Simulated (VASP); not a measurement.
# ZnS (F-43m) in VASP: further runs

The runs below take ZnS through band structure, Born charges and dielectric tensor, with PBE, PW91, HF.

All numbers are computed with VASP 6.6.1; they aren't measurements. Logs are shortened: lines on timing, memory, paths and dates and some standing lists are left out, and cuts for length are marked.

**The experiment to reproduce.**

“Electronic, vibrational, and thermodynamic properties of ZnS (zincblende and rocksalt structure)”, 2009, arxiv:0911.5022 quotes, for a bulk crystal of ZnS at 19 K: band gap 3.85 eV (direct).

The results are compared with them further down.

### 1 Starting point

Symmetry: F-43m, No. 216, cubic system. The conventional cell has a = 5.404 Å, b = 5.404 Å, c = 5.404 Å, α = 90.00°, β = 90.00°, γ = 90.00°. Zn (site symmetry -43m) has 4 S at 2.34 Å as nearest neighbours. S (site symmetry -43m) is surrounded by 4 Zn at 2.34 Å.

### 2 Band structure, PBE

INCAR

```
PREC = Accurate
ENCUT = 500
EDIFF = 1E-6
ISMEAR = -1
SIGMA = 0.05
LREAL = False
LASPH = True
NELM = 80
ALGO = Normal
ISIF = 2
LWAVE = False
LCHARG = False
GGA = PE
```

KPOINTS

```
regular mesh
0
Gamma
  9 9 9
```

POSCAR

```
ZnS
1.0
    0.0000000000      2.7020000000      2.7020000000
    2.7020000000      0.0000000000      2.7020000000
    2.7020000000      2.7020000000      0.0000000000
Zn S
1 1
Direct
    0.7500000000      0.7500000000      0.7500000000
    0.0000000000      0.0000000000      0.0000000000
```

KPOINTS_OPT

```
path GXWKGLUWLK,UX
10
line-mode
reciprocal
 0.0000000000  0.0000000000  0.0000000000  G
 0.5000000000  0.0000000000  0.5000000000  X

 0.5000000000  0.0000000000  0.5000000000  X
 0.5000000000  0.2500000000  0.7500000000  W

 0.5000000000  0.2500000000  0.7500000000  W
 0.3750000000  0.3750000000  0.7500000000  K

 0.3750000000  0.3750000000  0.7500000000  K
 0.0000000000  0.0000000000  0.0000000000  G

 0.0000000000  0.0000000000  0.0000000000  G
 0.5000000000  0.5000000000  0.5000000000  L

 0.5000000000  0.5000000000  0.5000000000  L
 0.6250000000  0.2500000000  0.6250000000  U

 0.6250000000  0.2500000000  0.6250000000  U
 0.5000000000  0.2500000000  0.7500000000  W

 0.5000000000  0.2500000000  0.7500000000  W
 0.5000000000  0.5000000000  0.5000000000  L

 0.5000000000  0.5000000000  0.5000000000  L
 0.3750000000  0.3750000000  0.7500000000  K

 0.6250000000  0.2500000000  0.6250000000  U
 0.5000000000  0.0000000000  0.5000000000  X
```

Potentials or basis: VASP PAW PBE potentials, release 54 (Zn, S).

On the command line:

```console
$ cat potpaw_PBE.54/Zn/POTCAR potpaw_PBE.54/S/POTCAR > POTCAR
$ mpirun -np 1 vasp_std > vasp.out
```

OUTCAR:

```text
PREC = Accurate
   ENCUT = 500
   EDIFF = 1E-6
   ISMEAR = -1
   LREAL = False
   LASPH = True
   NELM = 80
   ISIF = 2
   GGA = PE

 ion  position               nearest neighbor table
   1  0.750  0.750  0.750-   2 2.34   2 2.34   2 2.34   2 2.34
   2  0.000  0.000  0.000-   1 2.34   1 2.34   1 2.34   1 2.34

  LATTYP: Found a face centered cubic cell.
 ALAT       =     5.4040000000

  Lattice vectors:

 A1 = (   0.0000000000,   2.7020000000,   2.7020000000)
 A2 = (   2.7020000000,   0.0000000000,   2.7020000000)
 A3 = (   2.7020000000,   2.7020000000,   0.0000000000)

Analysis of symmetry for initial positions (statically):
=====================================================================
 Subroutine PRICEL returns:
 Original cell was already a primitive cell.

 Routine SETGRP: Setting up the symmetry group for a
 face centered cubic supercell.

 Subroutine GETGRP returns: Found 24 space group operations
 (whereof 24 operations were pure point group operations)
 out of a pool of 48 trial point group operations.

The static configuration has the point symmetry T_d .

Analysis of symmetry for dynamics (positions and initial velocities):
=====================================================================
 Subroutine PRICEL returns:
 Original cell was already a primitive cell.

 Routine SETGRP: Setting up the symmetry group for a
 face centered cubic supercell.

 Subroutine GETGRP returns: Found 24 space group operations
 (whereof 24 operations were pure point group operations)
 out of a pool of 48 trial point group operations.

The dynamic configuration has the point symmetry T_d .

 Subroutine INISYM returns: Found 24 space group operations
 (whereof 24 operations are pure point group operations),
 and found     1 'primitive' translations

----------------------------------------------------------------------------------------

                                     Primitive cell

  volume of cell :      39.4535

  direct lattice vectors                    reciprocal lattice vectors
     0.000000000  2.702000000  2.702000000    -0.185048113  0.185048113  0.185048113
     2.702000000  0.000000000  2.702000000     0.185048113 -0.185048113  0.185048113
     2.702000000  2.702000000  0.000000000     0.185048113  0.185048113 -0.185048113

  length of vectors
     3.821205046  3.821205046  3.821205046     0.320512733  0.320512733  0.320512733

  position of ions in fractional coordinates (direct lattice)
     0.750000000  0.750000000  0.750000000
     0.000000000  0.000000000  0.000000000

  ion indices of the primitive-cell ions
   primitive index   ion index
                 1           1
                 2           2

----------------------------------------------------------------------------------------

 KPOINTS: regular mesh

Automatic generation of k-mesh.
 Grid dimensions read from file:
 generate k-points for:    9    9    9

 Generating k-lattice:

  Cartesian coordinates                     Fractional coordinates (reciprocal lattice)
    -0.020560901  0.020560901  0.020560901     0.111111111  0.000000000  0.000000000
     0.020560901 -0.020560901  0.020560901     0.000000000  0.111111111  0.000000000
     0.020560901  0.020560901 -0.020560901     0.000000000  0.000000000  0.111111111

  Length of vectors
     0.035612526  0.035612526  0.035612526

  Shift w.r.t. Gamma in fractional coordinates (k-lattice)
     0.000000000  0.000000000  0.000000000

 Subroutine IBZKPT returns following result:
 ===========================================

 Found     35 irreducible k-points:

 Following reciprocal coordinates:
            Coordinates               Weight
  0.000000  0.000000  0.000000      1.000000
  0.111111  0.000000  0.000000      8.000000
  0.222222  0.000000  0.000000      8.000000
  0.333333  0.000000  0.000000      8.000000
  0.444444  0.000000  0.000000      8.000000
  0.111111  0.111111  0.000000      6.000000
[... 16 lines left out ...]
 -0.333333  0.333333  0.000000     12.000000
  0.444444  0.444444  0.000000      6.000000
 [... further k-points ...]
   k-points           NKPTS =     35   k-points in BZ     NKDIM =     35   number of bands    NBANDS=     13
   number of dos      NEDOS =    301   number of ions     NIONS =      2
   total plane-waves  NPLWV =  21952
   dimension x,y,z NGX =    28 NGY =   28 NGZ =   28
   dimension x,y,z NGXF=    56 NGYF=   56 NGZF=   56
   ions per type =               1   1
   NGX,Y,Z   is equivalent  to a cutoff of  12.18, 12.18, 12.18 a.u.
   NGXF,Y,Z  is equivalent  to a cutoff of  24.36, 24.36, 24.36 a.u.
 SYSTEM =  unknown system
   PREC   = accura    normal or accurate (medium, high low for compatibility)
   ISTART =      0    job   : 0-new  1-cont  2-samecut
   ICHARG =      2    charge: 1-file 2-atom 10-const
   ISPIN  =      1    spin polarized calculation?
   LNONCOLLINEAR =      F non collinear calculations
   LSORBIT =      F    spin-orbit coupling
   LASPH  =      T    aspherical Exc in radial PAW
   ENCUT  =  500.0 eV  36.75 Ry    6.06 a.u.   6.97  6.97  6.97*2*pi/ulx,y,z
   NELM   =     80;   NELMIN=  2; NELMDL= -5     # of ELM steps
   EDIFF  = 0.1E-05   stopping-criterion for ELM
   LREAL  =      F    real-space projection
   EDIFFG = 0.1E-04   stopping-criterion for IOM
   NSW    =      0    number of steps for IOM
   IBRION =     -1    ionic relax: 0-MD 1-quasi-New 2-CG
   NFREE  =      0    steps in history (QN), initial steepest desc. (CG)
   ISIF   =      2    stress and relaxation
   ISYM   =      2    0-nonsym 1-usesym 2-fastsym
   POTIM  = 0.5000    time-step for ionic-motion
   TEBEG  =    0.0;   TEEND  =   0.0 temperature during run
   PSTRESS=    0.0 pullay stress
   NELECT =      18.0000    total number of electrons
   NUPDOWN=      -1.0000    fix difference up-down
   EMIN   =  10.00;   EMAX   =-10.00  energy-range for DOS
   EFERMI =   0.00;   METHOD = LEGACY
   ISMEAR =    -1;   SIGMA  =   0.05  broadening in eV -4-tet -1-fermi 0-gaus
   EFERMI_NEDOS =   21; number of points for ismear=-14 and -15
   IALGO  =     38    algorithm
   IMIX   =      4    mixing-type and parameters
     AMIX     =   0.40;   BMIX     =  1.00
     AMIX_MAG =   1.60;   BMIX_MAG =  1.00
  volume/ion in A,a.u.               =      19.73       133.12
  Fermi-wavevector in a.u.,A,eV,Ry     =   1.260290  2.381602 21.610537  1.588330
  Thomas-Fermi vector in A             =   2.393807
   LORBIT       =      0    0 simple, 1 ext, 2 COOP (PROOUT), +10 PAW based schemes
   GGA     = PE    functional components
   LHFCALC =     F    Hartree Fock is set to
   AEXX    =    0.0000 exact exchange contribution
   IVDW    =     0    specifies the selected vdW correction
   LEPSILON=     F    determine dielectric tensor
   LRPA    =     F    only Hartree local field effects (RPA)
 non-spin polarized calculation
  energy-cutoff  :      500.00
  volume of cell :       39.45
 maximum number of plane-waves:      1018
   NGX = 13   NGY = 13   NGZ = 13

 number of electron      18.0000000 magnetization

 Free energy of the ion-electron system (eV)
  ---------------------------------------------------
  ext. energy  EPLUGINS =         0.00000000
  ---------------------------------------------------
  free energy    TOTEN  =        -6.84711491 eV

  energy without entropy =       -6.84711491  energy(sigma->0) =       -6.84711491

 E-fermi :   3.1195     XC(G=0):  -9.6301

 val. band max:        2.1068703402   @ k =   0.0000   0.0000   0.0000
 cond. band min:       4.2211299903   @ k =   0.0000   0.0000   0.0000
 fundamental gap:      2.1142596501
 Fermi energy:         3.1194988219

 k-point     1 :       0.0000    0.0000    0.0000
  band No.  band energies     occupation
      1     -11.0335      2.00000
      2      -4.2323      2.00000
      3      -4.2323      2.00000
      4      -4.2323      2.00000
      5      -3.7341      2.00000
      6      -3.7341      2.00000
      7       2.1069      2.00000
      8       2.1069      2.00000
      9       2.1069      2.00000
     10       4.2211      0.00000
     11       8.5034      0.00000
     12       8.5034      0.00000
     13       8.5034      0.00000

 k-point     2 :       0.1111    0.0000    0.0000
  band No.  band energies     occupation
      1     -10.9406      2.00000
      2      -4.2320      2.00000
      3      -4.2154      2.00000
      4      -4.2154      2.00000
      5      -3.7356      2.00000
      6      -3.7356      2.00000
      7       1.1747      2.00000
      8       1.9884      2.00000
      9       1.9884      2.00000
     10       4.9270      0.00000
     11       8.4098      0.00000
     12       8.7099      0.00000
     13       8.7099      0.00000

 k-point     3 :       0.2222    0.0000    0.0000
  band No.  band energies     occupation
      1     -10.6901      2.00000
      2      -4.2035      2.00000
      3      -4.1758      2.00000
      4      -4.1758      2.00000
      5      -3.7344      2.00000
      6      -3.7344      2.00000
      7      -0.3478      2.00000
      8       1.7135      2.00000
      9       1.7135      2.00000
     10       5.5453      0.00000
     11       8.8053      0.00000
     12       9.0736      0.00000
     13       9.0736      0.00000
[... 305 lines left out ...]
 k-point    23 :      -0.3333    0.3333    0.0000
  band No.  band energies     occupation
      1      -9.8730      2.00000
      2      -4.1231      2.00000
      3      -3.9900      2.00000
      4      -3.7925      2.00000
      5      -3.7191      2.00000
      6      -3.4551      2.00000
      7      -2.4756      2.00000
      8      -1.0397      2.00000
      9       0.5812      2.00000
     10       6.5467      0.00000
     11       8.6921      0.00000
     12      10.9089      0.00000
     13      11.1454      0.00000

 k-point    24 :       0.4444    0.4444    0.0000
  band No.  band energies     occupation
      1      -9.8395      2.00000
      2      -4.2619      2.00000
      3      -3.9033      2.00000
      4      -3.9033      2.00000
      5      -3.6610      2.00000
      6      -3.5773      2.00000
      7      -2.2889      2.00000
      8      -0.0560      2.00000
      9      -0.0560      2.00000
     10       5.5743      0.00000
     11       6.2376      0.00000
     12      12.8296      0.00000
     13      13.6519      0.00000

 [... further k-points ...]

------------------------ aborting loop because EDIFF is reached ----------------------------------------

  FORCE on cell =-STRESS in cart. coord.  units (eV):
  Direction    XX          YY          ZZ          XY          YZ          ZX
  --------------------------------------------------------------------------------------
  -------------------------------------------------------------------------------------
  Total        0.4359806      0.4359806      0.4359806      0.0000000     -0.0000000      0.0000000
  in kB       17.7048278     17.7048278     17.7048278      0.0000000     -0.0000000      0.0000000
  external PRESSURE =      17.7048278 kB  Pullay stress =       0.0000000 kB

 VOLUME and BASIS-vectors are now :
 -----------------------------------------------------------------------------
  energy-cutoff  :      500.00
  volume of cell :       39.45
      direct lattice vectors                 reciprocal lattice vectors
     0.000000000  2.702000000  2.702000000    -0.185048113  0.185048113  0.185048113
     2.702000000  0.000000000  2.702000000     0.185048113 -0.185048113  0.185048113
     2.702000000  2.702000000  0.000000000     0.185048113  0.185048113 -0.185048113

 POSITION                                       TOTAL-FORCE (eV/Angst)
 -----------------------------------------------------------------------------------
      4.05300      4.05300      4.05300         0.000000      0.000000      0.000000
      0.00000      0.00000      0.00000        -0.000000     -0.000000     -0.000000
 -----------------------------------------------------------------------------------
    total drift:                                0.000001      0.000001      0.000001

  FREE ENERGIE OF THE ION-ELECTRON SYSTEM (eV)
  ---------------------------------------------------
  free  energy   TOTEN  =        -6.8471149078 eV

  energy  without entropy=       -6.8471149077  energy(sigma->0) =       -6.84711491
```

It took 37 s on 1 thread of Intel Xeon Platinum 8375C at 2.90GHz (Ice Lake), shared host; peak memory 0.17 GiB.

Results:

- Free energy: -6.8471 eV
- Pressure: 1.8 GPa
- Band gap on the k mesh: 2.11 eV, direct
- Band gap along the path: 2.11 eV, direct

Levels at the corners of the path, in eV from the valence-band top:
```
point  band 7  band 8  band 9  band 10  band 11  band 12
    Γ    0.00    0.00    0.00     2.11     6.40     6.40
    X   -4.56   -2.22   -2.22     3.41     4.07    10.98
    X   -4.56   -2.22   -2.22     3.41     4.07    10.98
    W   -4.59   -2.75   -2.71     5.70     6.04     7.88
    W   -4.59   -2.75   -2.71     5.70     6.04     7.88
    K   -4.62   -3.11   -1.80     4.13     5.97     9.40
    K   -4.62   -3.11   -1.80     4.13     5.97     9.40
    Γ    0.00    0.00    0.00     2.11     6.40     6.40
    Γ    0.00    0.00    0.00     2.11     6.40     6.40
    L   -5.29   -0.87   -0.87     3.31     6.93     6.93
    L   -5.29   -0.87   -0.87     3.31     6.93     6.93
    U   -4.62   -3.11   -1.80     4.13     5.97     9.40
    U   -4.62   -3.11   -1.80     4.13     5.97     9.40
    W   -4.59   -2.75   -2.71     5.70     6.04     7.88
    W   -4.59   -2.75   -2.71     5.70     6.04     7.88
    L   -5.29   -0.87   -0.87     3.31     6.93     6.93
    L   -5.29   -0.87   -0.87     3.31     6.93     6.93
    K   -4.62   -3.11   -1.80     4.13     5.97     9.40
    U   -4.62   -3.11   -1.80     4.13     5.97     9.40
    X   -4.56   -2.22   -2.22     3.41     4.07    10.98
```

### 3 Born charges and dielectric tensor, PW91, collinear spin, ferromagnetic start

INCAR

```
  PREC = Accurate
  ENCUT = 450
  EDIFF = 1E-8
  ISMEAR = -1
  SIGMA = 0.02
  LREAL = F
  LASPH = T
  NELM = 100
  ALGO = Normal
  ISIF = 2
  LWAVE = F
  LCHARG = F
  ISPIN = 2
  MAGMOM = 0.5 0
  LORBIT = 11
  GGA = 91
  LEPSILON = T
  IBRION = 8
  MAXMIX = 40
```

KPOINTS is that of step 2.

POSCAR is that of step 2.

Potentials or basis: VASP PAW PBE potentials, release 64 (Zn, S_h).

On the command line:

```console
$ cat potpaw_PBE.64/Zn/POTCAR potpaw_PBE.64/S_h/POTCAR > POTCAR
$ mpirun -np 1 vasp_std > vasp.out
```

OUTCAR:

```text
PREC = Accurate
   ENCUT = 450
   EDIFF = 1E-8
   ISMEAR = -1
   LREAL = F
   LASPH = T
   NELM = 100
   ISIF = 2
   ISPIN = 2
   LORBIT = 11
   GGA = 91
   LEPSILON = T
   IBRION = 8

 ion  position               nearest neighbor table
   1  0.750  0.750  0.750-   2 2.34   2 2.34   2 2.34   2 2.34
   2  0.000  0.000  0.000-   1 2.34   1 2.34   1 2.34   1 2.34

  LATTYP: Found a face centered cubic cell.
 ALAT       =     5.4040000000

  Lattice vectors:

 A1 = (   0.0000000000,   2.7020000000,   2.7020000000)
 A2 = (   2.7020000000,   0.0000000000,   2.7020000000)
 A3 = (   2.7020000000,   2.7020000000,   0.0000000000)

Analysis of symmetry for initial positions (statically):
=====================================================================
 Subroutine PRICEL returns:
 Original cell was already a primitive cell.

[... 1102 lines left out ...]
 ----------------------------------------------------

   1 f  =    8.188921 THz    51.452511 2PiTHz  273.153016 cm-1    33.866642 meV
             X         Y         Z           dx          dy          dz
      4.053000  4.053000  4.053000    -0.038853    0.572437    0.000000
      0.000000  0.000000  0.000000     0.055462   -0.817147    0.000000
[... 21 lines left out ...]
   6 f/i=    0.001426 THz     0.008960 2PiTHz    0.047569 cm-1     0.005898 meV
             X         Y         Z           dx          dy          dz
      4.053000  4.053000  4.053000     0.000000    0.000000    0.819027
      0.000000  0.000000  0.000000     0.000000    0.000000    0.573754

--------------------------------------------------------------------------------------------------------

 MACROSCOPIC STATIC DIELECTRIC TENSOR IONIC CONTRIBUTION
 ------------------------------------------------------
           3.112889     0.000000    -0.000000
           0.000000     3.112889     0.000000
          -0.000000     0.000000     3.112889
 ------------------------------------------------------

 ELASTIC MODULI CONTR FROM IONIC RELAXATION (kBar)
 Direction    XX          YY          ZZ          XY          YZ          ZX
 --------------------------------------------------------------------------------
 XX          -0.0000     -0.0000     -0.0000      0.0000      0.0000      0.0000
 YY          -0.0000     -0.0000     -0.0000      0.0000      0.0000     -0.0000
 ZZ          -0.0000     -0.0000     -0.0000      0.0000      0.0000      0.0000
 XY           0.0000      0.0000      0.0000   -222.7625      0.0000      0.0000
 YZ           0.0000      0.0000      0.0000      0.0000   -222.7625      0.0000
 ZX           0.0000     -0.0000      0.0000      0.0000      0.0000   -222.7625
 --------------------------------------------------------------------------------

 PIEZOELECTRIC TENSOR IONIC CONTR  for field in x, y, z        (C/m^2)
          XX          YY          ZZ          XY          YZ          ZX
  --------------------------------------------------------------------------------
  x    -0.00000    -0.00000    -0.00000    -0.00000     0.78357     0.00000
  y    -0.00000     0.00000    -0.00000     0.00000     0.00000     0.78357
  z    -0.00000    -0.00000    -0.00000     0.78357     0.00000     0.00000

 total charge

# of ion       s       p       d       tot
------------------------------------------
    1        0.521   0.477   9.802  10.801
    2        0.802   1.318   0.000   2.120
--------------------------------------------------
tot          1.323   1.795   9.802  12.921

 magnetization (x)

# of ion       s       p       d       tot
------------------------------------------
    1       -0.000   0.000  -0.000   0.000
    2       -0.000  -0.000   0.000  -0.000
--------------------------------------------------
tot         -0.000  -0.000  -0.000  -0.000
```

It took 13 min on 1 thread of Intel Xeon Platinum 8488C (Sapphire Rapids), shared host; peak memory 0.37 GiB.

The run converged, but some of its settings lie outside the range that counts as converged (typed here: MAXMIX = 40; ENCUT = 450), so its numbers aren't taken as properties of the crystal.

Results:

```yaml
Band_gap_on_the_k_mesh: 2.10 eV, direct
Net_moment: 0.00 μB per cell
Valence_electrons_inside_the_program's_atomic_spheres: Zn 10.80; S 2.12
Electronic_dielectric_tensor_diagonal: 5.95
Born_charges_mean_of_the_diagonal: Zn +2.00; S -2.00 e
Highest_phonon_frequency_at_Γ_LO-TO_splitting_left_out: 273 cm⁻¹
```

Caveat: the cutoff is under 1.25 times the usual one of these potentials, so pressure, stress and relaxed cells hold a basis-set (Pulay) error; the PAW data sets were made with another functional, which shifts forces and pressure a little.

[end of part 1 of 2]
